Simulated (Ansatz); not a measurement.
Relax this structure to zero stress and force, keeping its symmetry:

```cif
data_structure
_symmetry_space_group_name_H-M 'P4_2/mnm'
_symmetry_Int_Tables_number 136
_cell_length_a 4.8135
_cell_length_b 4.8135
_cell_length_c 3.2054
_cell_angle_alpha 90.000
_cell_angle_beta 90.000
_cell_angle_gamma 90.000
_cell_volume 74.27
loop_
_atom_site_label
_atom_site_type_symbol
_atom_site_symmetry_multiplicity
_atom_site_Wyckoff_symbol
_atom_site_fract_x
_atom_site_fract_y
_atom_site_fract_z
_atom_site_occupancy
Hf1 Hf 2 a 0.00000 0.00000 0.00000 1
O1 O 4 f 0.19496 0.80504 0.50000 1
```

Method: DFT r2SCAN, scalar-relativistic, plane waves, PAW (Ansatz).

Cutoff 500 eV; k points 6×6×8 on the computed 6-atom cell (Γ-centred); Gaussian smearing, width 0.02 eV; no spin polarisation.

Task: What does it relax to?

Result: The volume rises by 0.19 Å³/atom to 12.56 Å³/atom, and the energy falls by 2.0 meV/atom. Final structure:
```cif
data_structure
_symmetry_space_group_name_H-M 'P4_2/mnm'
_symmetry_Int_Tables_number 136
_cell_length_a 4.8382
_cell_length_b 4.8382
_cell_length_c 3.2203
_cell_angle_alpha 90.000
_cell_angle_beta 90.000
_cell_angle_gamma 90.000
_cell_volume 75.38
loop_
_atom_site_label
_atom_site_type_symbol
_atom_site_symmetry_multiplicity
_atom_site_Wyckoff_symbol
_atom_site_fract_x
_atom_site_fract_y
_atom_site_fract_z
_atom_site_occupancy
Hf1 Hf 2 a 0.00000 0.00000 0.00000 1
O1 O 4 f 0.19492 0.80508 0.50000 1
```

Spin–orbit coupling is left out, which can shift energies with elements as heavy as these.

This rutile-type form isn't the usual stable structure of the compound.